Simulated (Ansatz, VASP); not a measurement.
**SiO2: VASP beside Ansatz**

```
Si O
1.0
     4.07078    0.00000    0.00000
     0.00000    4.07078    0.00000
     0.00000    0.00000    3.12758
Si O
2 4
Direct
  0.50000 0.50000 0.50000
  0.00000 0.00000 0.00000
  0.69443 0.69443 0.00000
  0.19443 0.80557 0.50000
  0.30557 0.30557 0.00000
  0.80557 0.19443 0.50000
```

Alike in both runs: task single point; functional LDA; k mesh 6 × 6 × 10; occupations gaussian, width 0.05 eV; no spin polarisation.

|  | VASP | Ansatz |
| --- | --- | --- |
| version | VASP 6.6.1 | Ansatz 0.2.0 |
| potentials or method | VASP PAW LDA potentials, release 64 (Si, O) | scalar-relativistic, plane waves, PAW |
| plane-wave cutoff (eV) | 520 | 520 |
| valence electrons in the cell | 32 | 32 |

Ansatz gave:

| Item | Value |
| --- | --- |
| gap on the k mesh at the Fermi level (eV) | 3.20 |
| least direct gap on the mesh (eV) | 3.20 |
| rms of the force components (eV/Å) | 0.417 |

Q: Estimate VASP's values.

A: gap on the k mesh at the Fermi level (eV): 3.20; least direct gap on the mesh (eV): 3.20; rms of the force components (eV/Å): 0.400.

Atom by atom the forces differ by 0.017 eV/Å (rms over components). Ansatz warned: «pseudo_functional_mismatch».
